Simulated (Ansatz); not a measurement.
Input and output for V (diamond type): DFT, PBE, all-electron LAPW, scalar-relativistic (Ansatz 0.2.0). This run: diamond relaxed under pressure.

The cell comes from a relaxation on PAW files under the same functional, begun from a prototype that needn't be the stable phase.

Command: `ansatz run input.yaml --threads 1 --pin off --max-ram 3584MiB --backend cpu --events-out ev --progress --plain --runs-dir out` It took 100 s on 1 thread of Arm Neoverse V2 (shared host), peak memory 0.58 GiB.

```yaml
crystal:
  lattice:
    - [0.0, 2.1646847483, 2.1646847483]
    - [2.1646847483, 0.0, 2.1646847483]
    - [2.1646847483, 2.1646847483, 0.0]
  atoms:
    - { symbol: V, position: [-0.125, -0.125, -0.125] }
    - { symbol: V, position: [0.125, 0.125, 0.125] }
kpoints:
  mp_grid: { grid: [15, 15, 15] }
scf:
  occupations: { method: fermi_dirac, width: 0.1 }
hamiltonian:
  xc: pbe
  pseudopotentials: { kind: all_electron, lapw: { basis_error: 0.0005 } }
output:
  forces: true
  stress: true
  eigenvalues: true
relax:
  f_tol: 0.005
  max_steps: 12
  cell: { p_target: 130.0, stress_tol: 0.065 }
```

Output:

```
The last accepted step is kept in <dir> (removed where the run ends without a failure and the disk answers)
LAPW: plane waves up to 12.593 Å⁻¹, error target 5.0e-4 eV per atom; small_component_spin mean_spin; V in spheres of 0.909 Å, 21 of its electrons in bands, Dirac shells [] (how accurate: hamiltonian.pseudopotentials.lapw.basis_error, Limitations)
Engine: ansatz 0.2.0
Pseudopotentials: kind: all_electron
Pseudopotential: V, LAPW, valence charge 21, lapw/all_electron/scalar/gaussian/V, Koelling and Harmon's equation, gaussian nucleus
Functional definition: PBE
  parameter kappa = 0.804
  parameter beta = 0.06672455060314922
  exchange = pbe_x(kappa = kappa, mu = beta*pi^2/3)
  correlation = pbe_c(beta = beta)
Crystal: 2 atoms, lattice volume = 20.287 Å³
Basis set: ecut = 604.1870688935163 eV, 701 PW (Γ), exchange–correlation at level 2
Bands: 26, of which v1, the nominal top of the filled ones, is band 21 counted from 1 (20 counted from 0)
Symmetry: 48 space group operations
Space group: Fd-3m (ITA 227), of the structure as read, at distance tolerance 2.7e-5 Å
k-points: 120 of 3375
Non-local potential: V, projectors of the file, none
Initial density: superposition of atomic densities (chi_scale 0.1, normalization cell)
Initial wavefunctions: plane waves of lowest kinetic energy (no species holds an atomic orbital)
Functional: x = pbe(κ = 0.804, μ = 0.2195149727645171), c = pbe(β = 0.06672455060314922)
iter 1 solved again at ethr=4.71e-3 eV; its pass at ethr=1.00e-1 eV (dr2=1.98e0 eV) is discarded
SCF iter   1: F=—  HF=-51656.164039 eV  |F-HF|=—  |Δ(HF+E_count)|=         —  Δρ=8.94e-2  dr2=1.98e0  ethr=4.71e-3  ⟨swp⟩=2.0  Hψ=21161  notcnv=0
preconditioner: auto → Kerker (q_TF=auto, 3.080 Å⁻¹)  [metal: Δε(μ)=0.016 eV  Ē_g=5.656 eV  σ=0.100 eV  W_gap=0.04  n_scr=14 (ndim 8)  ℏωp=26.1 eV  f_vac=0.000  D(μ)=2.28/eV (n_scr^D=26)]
SCF iter   2: F=—  HF=-51655.576107 eV  |F-HF|=—  |Δ(HF+E_count)|=   5.88e-1  Δρ=4.67e-2  dr2=5.67e-1  ethr=4.71e-3  ⟨swp⟩=2.3  Hψ=9965  notcnv=0
SCF iter   3: F=—  HF=-51655.433460 eV  |F-HF|=—  |Δ(HF+E_count)|=   1.43e-1  Δρ=2.62e-2  dr2=1.91e-1  ethr=1.35e-3  ⟨swp⟩=2.0  Hψ=9348  notcnv=0
iter 4 solved again at ethr=3.66e-6 eV; its pass at ethr=4.56e-4 eV (dr2=1.54e-3 eV) is discarded
SCF iter   4: F=—  HF=-51655.376680 eV  |F-HF|=—  |Δ(HF+E_count)|=         —  Δρ=5.01e-3  dr2=1.55e-3  ethr=3.66e-6  ⟨swp⟩=2.1  Hψ=16387  notcnv=0
the basis was enlarged: its passes take 258.0 KiB over the memory plan, 1 of 1 planned eigensolver slots
SCF iter   5: F=—  HF=-51655.375302 eV  |F-HF|=—  |Δ(HF+E_count)|=   1.38e-3  Δρ=1.22e-3  dr2=1.38e-4  ethr=3.66e-6  ⟨swp⟩=3.0  Hψ=9940  notcnv=0
SCF iter   6: F=—  HF=-51655.375375 eV  |F-HF|=—  |Δ(HF+E_count)|=   7.28e-5  Δρ=2.45e-4  dr2=8.14e-6  ethr=3.29e-7  ⟨swp⟩=2.3  Hψ=9553  notcnv=0
SCF iter   7: F=—  HF=-51655.375378 eV  |F-HF|=—  |Δ(HF+E_count)|=   2.69e-6  Δρ=3.81e-5  dr2=2.41e-7  ethr=1.94e-8  ⟨swp⟩=3.0  Hψ=10228  notcnv=0
SCF iter   8: F=-51655.375378 eV  HF=-51655.375378 eV  |F-HF|=1.31e-10  |Δ(HF+E_count)|=   3.41e-8  Δρ=6.23e-6  dr2=3.70e-9  ethr=5.74e-10  ⟨swp⟩=2.5  Hψ=9623  notcnv=0
SCF 1 converged in 8 iterations: F = -51655.375378 eV  dr2 = 3.70e-9
relax step   1: F+E_penalty+E_count = -51655.37537751 eV  Δ(F+E_penalty+E_count) = +0.000e0 eV  max|allowed force component| = 7.401e-17 eV/Å  Δτ_max = 0.0000 Å  P = +131.400 GPa  Ω = 20.287 Å³  (8 SCF iters, accepted)
Crystal: 2 atoms, lattice volume = 20.350 Å³
Basis set: ecut = 602.9456604213935 eV, 701 PW (Γ), exchange–correlation at level 2
Initial density: handed on by an earlier stage of this run
Initial wavefunctions: those handed on with the density
iter 1 solved again at ethr=2.62e-8 eV; its pass at ethr=1.00e-1 eV (dr2=1.10e-5 eV) is discarded
SCF iter   1: F=—  HF=-51655.426473 eV  |F-HF|=—  |Δ(HF+E_count)|=         —  Δρ=2.04e-4  dr2=1.04e-5  ethr=2.62e-8  ⟨swp⟩=4.0  Hψ=16520  notcnv=0
preconditioner: auto → Kerker (q_TF=auto, 3.079 Å⁻¹)  [metal: Δε(μ)=0.026 eV  Ē_g=5.800 eV  σ=0.100 eV  W_gap=0.06  n_scr=14 (ndim 8)  ℏωp=26.0 eV  f_vac=0.000  D(μ)=2.30/eV (n_scr^D=26)]
SCF iter   2: F=—  HF=-51655.426471 eV  |F-HF|=—  |Δ(HF+E_count)|=   2.24e-6  Δρ=8.63e-5  dr2=2.06e-6  ethr=2.49e-8  ⟨swp⟩=2.1  Hψ=9579  notcnv=0
SCF iter   3: F=—  HF=-51655.426471 eV  |F-HF|=—  |Δ(HF+E_count)|=   2.77e-7  Δρ=6.03e-5  dr2=1.03e-6  ethr=4.91e-9  ⟨swp⟩=2.0  Hψ=9526  notcnv=0
iter 4 solved again at ethr=1.40e-11 eV; its pass at ethr=2.45e-9 eV (dr2=5.86e-9 eV) is discarded
SCF iter   4: F=-51655.426471 eV  HF=-51655.426471 eV  |F-HF|=2.08e-8  |Δ(HF+E_count)|=   2.36e-7  Δρ=9.93e-6  dr2=5.92e-9  ethr=1.40e-11  ⟨swp⟩=2.6  Hψ=16251  notcnv=0
SCF 2 converged in 4 iterations: F = -51655.426471 eV  dr2 = 5.92e-9
relax step   2: F+E_penalty+E_count = -51655.42647054 eV  Δ(F+E_penalty+E_count) = -5.109e-2 eV  max|allowed force component| = 1.258e-15 eV/Å  Δτ_max = 0.0000 Å  P = +129.781 GPa  Ω = 20.350 Å³  (4 SCF iters, accepted)
Crystal: 2 atoms, lattice volume = 20.341 Å³
Basis set: ecut = 603.1138710513219 eV, 701 PW (Γ), exchange–correlation at level 2
iter 1 solved again at ethr=5.02e-10 eV; its pass at ethr=1.00e-1 eV (dr2=2.11e-7 eV) is discarded
SCF iter   1: F=—  HF=-51655.419568 eV  |F-HF|=—  |Δ(HF+E_count)|=         —  Δρ=3.28e-5  dr2=2.25e-7  ethr=5.02e-10  ⟨swp⟩=4.0  Hψ=16520  notcnv=0
preconditioner: auto → Kerker (q_TF=auto, 3.079 Å⁻¹)  [metal: Δε(μ)=0.019 eV  Ē_g=5.803 eV  σ=0.100 eV  W_gap=0.05  n_scr=14 (ndim 8)  ℏωp=26.0 eV  f_vac=0.000  D(μ)=2.29/eV (n_scr^D=26)]
SCF iter   2: F=-51655.419569 eV  HF=-51655.419569 eV  |F-HF|=7.28e-9  |Δ(HF+E_count)|=   1.58e-6  Δρ=9.90e-6  dr2=2.29e-8  ethr=5.02e-10  ⟨swp⟩=3.0  Hψ=9811  notcnv=0
SCF 3 converged in 2 iterations: F = -51655.419569 eV  dr2 = 2.29e-8
relax step   3: F+E_penalty+E_count = -51655.41956913 eV  Δ(F+E_penalty+E_count) = +6.901e-3 eV  max|allowed force component| = 1.406e-15 eV/Å  Δτ_max = 0.0000 Å  P = +129.999 GPa  Ω = 20.341 Å³  (2 SCF iters, accepted)
iter 1 solved again at ethr=5.01e-11 eV; its pass at ethr=1.00e-1 eV (dr2=2.10e-8 eV) is discarded
SCF iter   1: F=—  HF=-51655.419567 eV  |F-HF|=—  |Δ(HF+E_count)|=         —  Δρ=9.73e-6  dr2=2.10e-8  ethr=5.01e-11  ⟨swp⟩=3.0  Hψ=14383  notcnv=0
preconditioner: auto → Kerker (q_TF=auto, 3.079 Å⁻¹)  [metal: Δε(μ)=0.024 eV  Ē_g=5.802 eV  σ=0.100 eV  W_gap=0.06  n_scr=14 (ndim 8)  ℏωp=26.0 eV  f_vac=0.000  D(μ)=2.29/eV (n_scr^D=26)]
SCF iter   2: F=-51655.419569 eV  HF=-51655.419569 eV  |F-HF|=5.33e-9  |Δ(HF+E_count)|=   1.70e-6  Δρ=7.27e-6  dr2=1.28e-8  ethr=5.00e-11  ⟨swp⟩=2.0  Hψ=9520  notcnv=0
SCF 4 converged in 2 iterations: F = -51655.419569 eV  dr2 = 1.28e-8
relax step   4: F+E_penalty+E_count = -51655.41956917 eV  Δ(F+E_penalty+E_count) = -4.235e-8 eV  max|allowed force component| = 1.554e-15 eV/Å  Δτ_max = 0.0000 Å  P = +129.999 GPa  Ω = 20.341 Å³  stress off target by 8.22e-4 GPa  SCF on the basis re-selected at this cell (its energy is not comparable with the rows above)  (2 SCF iters)
basis re-selected at this cell: Δ(F+E_penalty+E_count) = -4.235e-8 eV, ΔP = +0.000 GPa vs the last step (what re-selecting the basis moved, after the strain that the cell walked since its last selection, with what the two solves' SCF thresholds leave and, on support functions, any second-order correction that the steps lacked; it is no measure of the basis error at this ecutwfc). This SCF's stress stands 8.22e-4 GPa from its target on what of the cell is left free (relax.cell.stress_tol is 6.50e-2 GPa) and its largest allowed force component is 1.55e-15 eV/Å (relax.f_tol is 5.00e-3 eV/Å): within both
SCF converged after 2 iterations
Free energy (F): -51655.419569 eV
Harris-Foulkes:  -51655.419569 eV  (|F-HF|=5.33e-9)
Internal energy: -51655.344614 eV  (E = F + TS)
E sigma→0 (E₀):  -51655.382091 eV
Entropy (-TS):   -0.074955 eV (-37.478 meV/atom)
Fermi energy:    24.035301 eV
--- Per-component energies (eV) ---
  E_band       = -8052.195084
  E_kinetic    = 52252.185210
  E_xc         = -2490.690064
  E_electrostatic = -101416.839759  (all electrons and nuclei)
  E_smearing   = -0.074955  (= −TS)
  E_closure    = 0.000000  (closes the sum)
  E_atoms      = -51647.367143  (free atoms, spherical and without spin; not in F)
  Σ components = -51655.419569   (vs F -51655.419569, Δ=0.00e0)
  Basis errors (estimates in eV, not in F): energy 2.3e-4 per atom: plane waves 2.1e-4 (1.3e-4 summed), levels above the bands 7.2e-27, relativity 3.3e-8, radial functions 1.9e-5, core shells 5.1e-14; eigenvalues (radial functions only) 1.5e-7; not estimated: angular momenta, meshes, grids; target (lapw.basis_error) 5.0e-4; muffin-tin radii V 0.910 Å
--- Forces (eV/Å), atoms counted from 1 ---
  atom   1  V     -0.00000000     0.00000000     0.00000000
  atom   2  V     -0.00000000    -0.00000000    -0.00000000
  max |Σ_I F_I| component: 3.70e-16 eV/Å
--- Stress (GPa, compression-positive) ---
      129.999178       0.000000      -0.000000
        0.000000     129.999178       0.000000
       -0.000000       0.000000     129.999178
  P = ⅓ Tr σ = 129.9992 GPa (1299.992 kbar)
--- Band table (eV; the first three rows and the last of 120) ---
  k-point 0: bands = ["-570.7355", "-570.7355", "-471.2723", "-471.2723", "-471.2723", "-471.2723", "-471.2723", "-471.2723", "-41.4447", "-37.7799", "-15.3650", "-15.3650", "-15.3650", "-12.2552", "-12.2552", "-12.2552", "16.8741", "20.3407", "20.3407", "22.6272", "22.6272", "22.6272", "26.5473", "26.5473", "26.5473", "30.5403"]
  k-point 1: bands = ["-570.7355", "-570.7355", "-471.2723", "-471.2723", "-471.2723", "-471.2723", "-471.2723", "-471.2723", "-41.4182", "-37.8149", "-15.3892", "-15.3892", "-15.3703", "-12.2408", "-12.2265", "-12.2265", "17.0051", "20.2669", "20.2669", "22.6173", "22.7625", "22.7625", "26.3804", "26.5009", "26.5009", "30.5348"]
  k-point 2: bands = ["-570.7355", "-570.7355", "-471.2723", "-471.2723", "-471.2723", "-471.2723", "-471.2723", "-471.2723", "-41.3406", "-37.9163", "-15.4554", "-15.4554", "-15.3872", "-12.1973", "-12.1478", "-12.1478", "17.3740", "20.1194", "20.1194", "22.6225", "23.0534", "23.0534", "25.8968", "26.4086", "26.4086", "30.5127"]
  k-point 119: bands = ["-570.7355", "-570.7355", "-471.2723", "-471.2723", "-471.2723", "-471.2723", "-471.2723", "-471.2723", "-39.8636", "-39.6114", "-16.4310", "-16.3319", "-13.8114", "-13.4315", "-11.1616", "-11.0894", "18.0155", "18.2411", "22.3136", "23.1792", "24.4488", "24.7979", "25.8795", "26.1242", "30.0858", "30.3091"]
--- Relaxed structure (3 steps of the walk, 3 accepted, 1 SCFs on fresh bases) ---
  F+E_penalty+E_count = -51655.41956917 eV   max|allowed force component| = 1.554e-15 eV/Å   (the final SCF, on the basis selected at the relaxed cell)
  cell:  # Å, volume = 20.3410 Å³
    - [9.9359754641464e-34, 2.166609842853313, 2.166609842853313]
    - [2.166609842853313, 5.859677837829929e-34, 2.166609842853313]
    - [2.166609842853313, 2.166609842853313, -3.057223219737354e-34]
  atoms:
    - { symbol: V, position: [-0.125, -0.125, -0.125] }
    - { symbol: V, position: [0.125, 0.125, 0.125] }
```
